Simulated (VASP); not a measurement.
## Y: single point with PBE

Y:

```
Y
1.0
    -2.02224    2.02224    2.02224
     2.02224   -2.02224    2.02224
     2.02224    2.02224   -2.02224
Y
1
Direct
  0.00000 0.00000 0.00000
```

The cell was built by a generator and needn't be a form met in nature.

```yaml
Program: VASP 6.6.1
Task: single point
Functional: PBE
Potentials_or_basis: VASP PAW PBE potentials, release 64 (Y_sv)
Cutoff: 520 eV
k_mesh: 8 × 8 × 8
Occupations: gaussian, width 0.05 eV
Spin: no spin polarisation
```

```json
{
  "Pressure": "-0.2 GPa",
  "Band gap on the k mesh": "none (metal or under the smearing width)"
}
```

Levels at points of the mesh, in eV from the Fermi level:
```
           k point  band 2  band 3  band 4  band 5  band 6  band 7  band 8  band 9
(0.00, 0.00, 0.00)  -22.59  -22.59  -22.59   -4.81    1.65    1.65    1.65    3.55
(0.50, 0.00, 0.00)  -23.12  -22.76  -22.59   -1.99    0.17    0.71    3.48    4.12
(0.50, 0.50, 0.50)  -22.96  -22.96  -22.96   -1.45   -1.45    5.22    5.22    5.22
```

Run time: 11 s on 1 thread of Intel(R) Xeon(R) Platinum 8488C (Sapphire Rapids), with other jobs on the host, peak memory 0.17 GiB.
